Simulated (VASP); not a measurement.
# NaI (I4_1/amd) in VASP: single point with PBEsol

Aim: the single point of NaI with PBEsol.

Program: VASP 6.6.1. These are calculated values, not measurements. Logs are shortened: lines on timing, memory, paths and dates and some standing lists are left out, and cuts for length are marked.

## (1) The crystal as given

The structure is tetragonal, space group I4_1/amd (No. 141). The conventional cell has a = 4.429 Å, b = 4.429 Å, c = 16.728 Å, α = 90.00°, β = 90.00°, γ = 90.00°. Around Na (site symmetry -4m2) lie 4 I at 3.13 Å. I (site symmetry -4m2) has 4 Na at 3.13 Å as nearest neighbours.

Measurements of this composition are mostly on another form, of space group No. 225.

## (2) Single point, PBEsol

INCAR reads:

```
SYSTEM = NaI
  ALGO = Normal
  EDIFF = 1E-7
  ENCUT = 520
  GGA = PS
  ISIF = 2
  ISMEAR = 0
  LASPH = .True.
  LCHARG = .False.
  LREAL = .False.
  LWAVE = .False.
  NBANDS = 22
  NELM = 100
  PREC = Accurate
  SIGMA = 0.1
```

KPOINTS reads:

```
k-points
0
Gamma
  6 6 6
  0 0 0
```

POSCAR reads:

```
NaI
1.0
   -2.2145135000      2.2145135000      8.3637720000
    2.2145135000     -2.2145135000      8.3637720000
    2.2145135000      2.2145135000     -8.3637720000
Na I
2 2
Direct
    0.2500000000      0.7500000000      0.5000000000
    0.5000000000      0.5000000000      0.0000000000
    0.7500000000      0.2500000000      0.5000000000
    0.0000000000      0.0000000000      0.0000000000
```

Potentials or basis: VASP PAW PBE potentials, release 64 (Na_pv, I).

Run with:

```bash
cat potpaw_PBE.64/Na_pv/POTCAR potpaw_PBE.64/I/POTCAR > POTCAR
mpirun -np 1 vasp_std > vasp.out
```

OUTCAR:

```text
SYSTEM = NaI
   EDIFF = 1E-7
   ENCUT = 520
   GGA = PS
   ISIF = 2
   ISMEAR = 0
   LASPH = .True.
   LREAL = .False.
   NELM = 100
   PREC = Accurate

 ion  position               nearest neighbor table
   1  0.250  0.750  0.500-   3 3.13   3 3.13   3 3.13   3 3.13
   2  0.500  0.500  0.000-   4 3.13   4 3.13   4 3.13   4 3.13
   3  0.750  0.250  0.500-   1 3.13   1 3.13   1 3.13   1 3.13
   4  0.000  0.000  0.000-   2 3.13   2 3.13   2 3.13   2 3.13

  LATTYP: Found a body centered tetragonal cell.
 ALAT       =     4.4290270000
 C/A-ratio  =     3.7767988319

  Lattice vectors:

 A1 = (  -2.2145135000,   2.2145135000,   8.3637720000)
 A2 = (   2.2145135000,  -2.2145135000,   8.3637720000)
 A3 = (   2.2145135000,   2.2145135000,  -8.3637720000)

Analysis of symmetry for initial positions (statically):
=====================================================================
 Subroutine PRICEL returns:
 Original cell was already a primitive cell.

 Routine SETGRP: Setting up the symmetry group for a
 body centered tetragonal supercell.

 Subroutine GETGRP returns: Found 16 space group operations
 (whereof  8 operations were pure point group operations)
 out of a pool of 16 trial point group operations.

The static configuration has the point symmetry D_2d.
 The point group associated with its full space group is D_4h.

Analysis of symmetry for dynamics (positions and initial velocities):
=====================================================================
 Subroutine PRICEL returns:
 Original cell was already a primitive cell.

 Routine SETGRP: Setting up the symmetry group for a
 body centered tetragonal supercell.

 Subroutine GETGRP returns: Found 16 space group operations
 (whereof  8 operations were pure point group operations)
 out of a pool of 16 trial point group operations.

The dynamic configuration has the point symmetry D_2d.
 The point group associated with its full space group is D_4h.

 Subroutine INISYM returns: Found 16 space group operations
 (whereof  8 operations are pure point group operations),
 and found     1 'primitive' translations

----------------------------------------------------------------------------------------

                                     Primitive cell

  volume of cell :     164.0661

  direct lattice vectors                    reciprocal lattice vectors
    -2.214513500  2.214513500  8.363772000     0.000000000  0.225783225  0.059781639
     2.214513500 -2.214513500  8.363772000     0.225783225  0.000000000  0.059781639
     2.214513500  2.214513500 -8.363772000     0.225783225  0.225783225  0.000000000

  length of vectors
     8.930891453  8.930891453  8.930891453     0.233563501  0.233563501  0.319305699

  position of ions in fractional coordinates (direct lattice)
     0.250000000  0.750000000  0.500000000
     0.500000000  0.500000000  0.000000000
     0.750000000  0.250000000  0.500000000
     0.000000000  0.000000000  0.000000000

  ion indices of the primitive-cell ions
   primitive index   ion index
                 1           1
                 2           2
                 3           3
                 4           4

----------------------------------------------------------------------------------------

 KPOINTS: k-points

Automatic generation of k-mesh.
 Grid dimensions read from file:
 generate k-points for:    6    6    6

 Generating k-lattice:

  Cartesian coordinates                     Fractional coordinates (reciprocal lattice)
     0.000000000  0.037630538  0.009963607     0.166666667  0.000000000  0.000000000
     0.037630538  0.000000000  0.009963607     0.000000000  0.166666667  0.000000000
     0.037630538  0.037630538  0.000000000     0.000000000  0.000000000  0.166666667

  Length of vectors
     0.038927250  0.038927250  0.053217617

  Shift w.r.t. Gamma in fractional coordinates (k-lattice)
     0.000000000  0.000000000  0.000000000

 Subroutine IBZKPT returns following result:
 ===========================================

 Found     30 irreducible k-points:

 Following reciprocal coordinates:
            Coordinates               Weight
  0.000000  0.000000  0.000000      1.000000
  0.166667 -0.000000  0.000000      8.000000
  0.333333  0.000000 -0.000000      8.000000
  0.500000  0.000000 -0.000000      4.000000
  0.166667  0.166667  0.000000      8.000000
  0.333333  0.166667  0.000000     16.000000
[... 16 lines left out ...]
 -0.333333 -0.333333  0.166667      8.000000
 -0.166667 -0.333333  0.166667      8.000000
 [... further k-points ...]
   k-points           NKPTS =     30   k-points in BZ     NKDIM =     30   number of bands    NBANDS=     22
   number of dos      NEDOS =    301   number of ions     NIONS =      4
   total plane-waves  NPLWV = 343000
   dimension x,y,z NGX =    70 NGY =   70 NGZ =   70
   dimension x,y,z NGXF=   140 NGYF=  140 NGZF=  140
   ions per type =               2   2
   NGX,Y,Z   is equivalent  to a cutoff of  13.03, 13.03, 13.03 a.u.
   NGXF,Y,Z  is equivalent  to a cutoff of  26.06, 26.06, 26.06 a.u.
 SYSTEM =  NaI
   PREC   = accura    normal or accurate (medium, high low for compatibility)
   ISTART =      0    job   : 0-new  1-cont  2-samecut
   ICHARG =      2    charge: 1-file 2-atom 10-const
   ISPIN  =      1    spin polarized calculation?
   LNONCOLLINEAR =      F non collinear calculations
   LSORBIT =      F    spin-orbit coupling
   LASPH  =      T    aspherical Exc in radial PAW
   ENCUT  =  520.0 eV  38.22 Ry    6.18 a.u.  16.61 16.61 16.61*2*pi/ulx,y,z
   NELM   =    100;   NELMIN=  2; NELMDL= -5     # of ELM steps
   EDIFF  = 0.1E-06   stopping-criterion for ELM
   LREAL  =      F    real-space projection
   EDIFFG = 0.1E-05   stopping-criterion for IOM
   NSW    =      0    number of steps for IOM
   IBRION =     -1    ionic relax: 0-MD 1-quasi-New 2-CG
   NFREE  =      0    steps in history (QN), initial steepest desc. (CG)
   ISIF   =      2    stress and relaxation
   ISYM   =      2    0-nonsym 1-usesym 2-fastsym
   POTIM  = 0.5000    time-step for ionic-motion
   TEBEG  =    0.0;   TEEND  =   0.0 temperature during run
   PSTRESS=    0.0 pullay stress
   NELECT =      28.0000    total number of electrons
   NUPDOWN=      -1.0000    fix difference up-down
   EMIN   =  10.00;   EMAX   =-10.00  energy-range for DOS
   EFERMI =   0.00;   METHOD = LEGACY
   ISMEAR =     0;   SIGMA  =   0.10  broadening in eV -4-tet -1-fermi 0-gaus
   EFERMI_NEDOS =   21; number of points for ismear=-14 and -15
   IALGO  =     38    algorithm
   IMIX   =      4    mixing-type and parameters
     AMIX     =   0.40;   BMIX     =  1.00
     AMIX_MAG =   1.60;   BMIX_MAG =  1.00
  volume/ion in A,a.u.               =      41.02       276.79
  Fermi-wavevector in a.u.,A,eV,Ry     =   0.908074  1.716011 11.219342  0.824598
  Thomas-Fermi vector in A             =   2.031957
   LORBIT       =      0    0 simple, 1 ext, 2 COOP (PROOUT), +10 PAW based schemes
   GGA     = PS    functional components
   LHFCALC =     F    Hartree Fock is set to
   AEXX    =    0.0000 exact exchange contribution
   IVDW    =     0    specifies the selected vdW correction
   LEPSILON=     F    determine dielectric tensor
   LRPA    =     F    only Hartree local field effects (RPA)
 non-spin polarized calculation
 Gauss-broadening in eV      SIGMA  =   0.10
  energy-cutoff  :      520.00
  volume of cell :      164.07
 maximum number of plane-waves:      4431
 NGX is ok and might be reduce to    70
   NGX = 33   NGY = 33   NGZ = 33

 number of electron      28.0000003 magnetization

 Free energy of the ion-electron system (eV)
  ---------------------------------------------------
  ext. energy  EPLUGINS =         0.00000000
  ---------------------------------------------------
  free energy    TOTEN  =       -10.78390091 eV

  energy without entropy =      -10.78390091  energy(sigma->0) =      -10.78390091

 E-fermi :   0.2625     XC(G=0):  -6.9622

 val. band max:       -0.2352441242   @ k =  -0.1667   0.1667   0.0000
 cond. band min:       2.7657622588   @ k =   0.0000   0.0000   0.0000
 fundamental gap:      3.0010063830
 Fermi energy:         0.2625437320

 k-point     1 :       0.0000    0.0000    0.0000
  band No.  band energies     occupation
      1     -22.9364      2.00000
      2     -22.9348      2.00000
      3     -22.8845      2.00000
      4     -22.8845      2.00000
      5     -22.8844      2.00000
      6     -22.8844      2.00000
[... 14 lines left out ...]
     21       9.1141      0.00000
     22       9.1160      0.00000

 k-point     2 :       0.1667   -0.0000    0.0000
  band No.  band energies     occupation
      1     -22.9363      2.00000
      2     -22.9349      2.00000
      3     -22.8857      2.00000
      4     -22.8856      2.00000
      5     -22.8843      2.00000
      6     -22.8842      2.00000
[... 14 lines left out ...]
     21       7.9237      0.00000
     22       8.7472      0.00000

 k-point     3 :       0.3333    0.0000   -0.0000
  band No.  band energies     occupation
      1     -22.9359      2.00000
      2     -22.9349      2.00000
      3     -22.8880      2.00000
      4     -22.8879      2.00000
      5     -22.8839      2.00000
      6     -22.8838      2.00000
[... 14 lines left out ...]
     21       8.1050      0.00000
     22       8.3486      0.00000

 k-point     4 :       0.5000    0.0000   -0.0000
  band No.  band energies     occupation
      1     -22.9357      2.00000
      2     -22.9350      2.00000
      3     -22.8891      2.00000
      4     -22.8890      2.00000
      5     -22.8837      2.00000
      6     -22.8836      2.00000
[... 14 lines left out ...]
     21       8.0284      0.00000
     22       8.0833      0.00000

 k-point     5 :       0.1667    0.1667    0.0000
  band No.  band energies     occupation
      1     -22.9361      2.00000
      2     -22.9349      2.00000
      3     -22.8855      2.00000
      4     -22.8855      2.00000
      5     -22.8853      2.00000
      6     -22.8852      2.00000
[... 14 lines left out ...]
     21       7.5678      0.00000
     22       7.6614      0.00000

 k-point     6 :       0.3333    0.1667    0.0000
  band No.  band energies     occupation
      1     -22.9357      2.00000
      2     -22.9350      2.00000
      3     -22.8877      2.00000
      4     -22.8875      2.00000
      5     -22.8850      2.00000
      6     -22.8848      2.00000
[... 14 lines left out ...]
     21       7.6790      0.00000
     22       8.1349      0.00000

 k-point     7 :       0.5000    0.1667   -0.0000
  band No.  band energies     occupation
      1     -22.9356      2.00000
      2     -22.9350      2.00000
      3     -22.8888      2.00000
      4     -22.8886      2.00000
      5     -22.8847      2.00000
      6     -22.8846      2.00000
[... 324 lines left out ...]
      6     -22.8868      2.00000
[... 14 lines left out ...]
     21       8.3354      0.00000
     22       8.3356      0.00000

 k-point    21 :      -0.3333    0.5000    0.1667
  band No.  band energies     occupation
      1     -22.9356      2.00000
      2     -22.9352      2.00000
      3     -22.8877      2.00000
      4     -22.8875      2.00000
      5     -22.8850      2.00000
      6     -22.8848      2.00000
[... 14 lines left out ...]
     21       7.8667      0.00000
     22       8.2554      0.00000

 k-point    22 :      -0.1667    0.5000    0.1667
  band No.  band energies     occupation
      1     -22.9358      2.00000
      2     -22.9351      2.00000
      3     -22.8880      2.00000
      4     -22.8878      2.00000
      5     -22.8840      2.00000
      6     -22.8838      2.00000
[... 14 lines left out ...]
     21       8.3214      0.00000
     22       8.3631      0.00000

 k-point    23 :      -0.3333   -0.3333    0.1667
  band No.  band energies     occupation
      1     -22.9358      2.00000
      2     -22.9352      2.00000
      3     -22.8855      2.00000
      4     -22.8855      2.00000
      5     -22.8853      2.00000
      6     -22.8852      2.00000
[... 14 lines left out ...]
     21       7.8107      0.00000
     22       7.8521      0.00000

 k-point    24 :      -0.1667   -0.3333    0.1667
  band No.  band energies     occupation
      1     -22.9361      2.00000
      2     -22.9350      2.00000
      3     -22.8857      2.00000
      4     -22.8855      2.00000
      5     -22.8844      2.00000
      6     -22.8842      2.00000
[... 14 lines left out ...]
     21       8.1074      0.00000
     22       8.5985      0.00000

 [... further k-points ...]

------------------------ aborting loop because EDIFF is reached ----------------------------------------

  FORCE on cell =-STRESS in cart. coord.  units (eV):
  Direction    XX          YY          ZZ          XY          YZ          ZX
  --------------------------------------------------------------------------------------
  -------------------------------------------------------------------------------------
  Total       -0.6243716     -0.6243716     -0.3244719      0.0000000      0.0000000      0.0000000
  in kB       -6.0972619     -6.0972619     -3.1686102      0.0000000      0.0000000      0.0000000
  external PRESSURE =      -5.1210446 kB  Pullay stress =       0.0000000 kB

 VOLUME and BASIS-vectors are now :
 -----------------------------------------------------------------------------
  energy-cutoff  :      520.00
  volume of cell :      164.07
      direct lattice vectors                 reciprocal lattice vectors
    -2.214513500  2.214513500  8.363772000     0.000000000  0.225783225  0.059781639
     2.214513500 -2.214513500  8.363772000     0.225783225  0.000000000  0.059781639
     2.214513500  2.214513500 -8.363772000     0.225783225  0.225783225  0.000000000

 POSITION                                       TOTAL-FORCE (eV/Angst)
 -----------------------------------------------------------------------------------
      2.21451      0.00000      4.18189        -0.000000      0.000000     -0.000000
      0.00000      0.00000      8.36377         0.000000     -0.000000     -0.000000
      0.00000      2.21451      4.18189        -0.000000     -0.000000     -0.000000
      0.00000      0.00000      0.00000        -0.000000     -0.000000      0.000000
 -----------------------------------------------------------------------------------
    total drift:                                0.000000     -0.000000      0.000000

  FREE ENERGIE OF THE ION-ELECTRON SYSTEM (eV)
  ---------------------------------------------------
  free  energy   TOTEN  =       -10.7839009110 eV

  energy  without entropy=      -10.7839009110  energy(sigma->0) =      -10.78390091
```

It took 5 min on 1 thread of Intel Xeon Platinum 8375C at 2.90GHz (Ice Lake), shared host; peak memory 0.67 GiB.

What came out:

```
Free energy            : -10.7839 eV
Pressure               : -0.5 GPa
Band gap on the k mesh : 3.00 eV, indirect (least direct gap 3.04 eV)
```

Caveat: the PAW data sets were made with another functional, which shifts forces and pressure a little; spin-orbit coupling is left out, which moves the levels of the heavy elements.
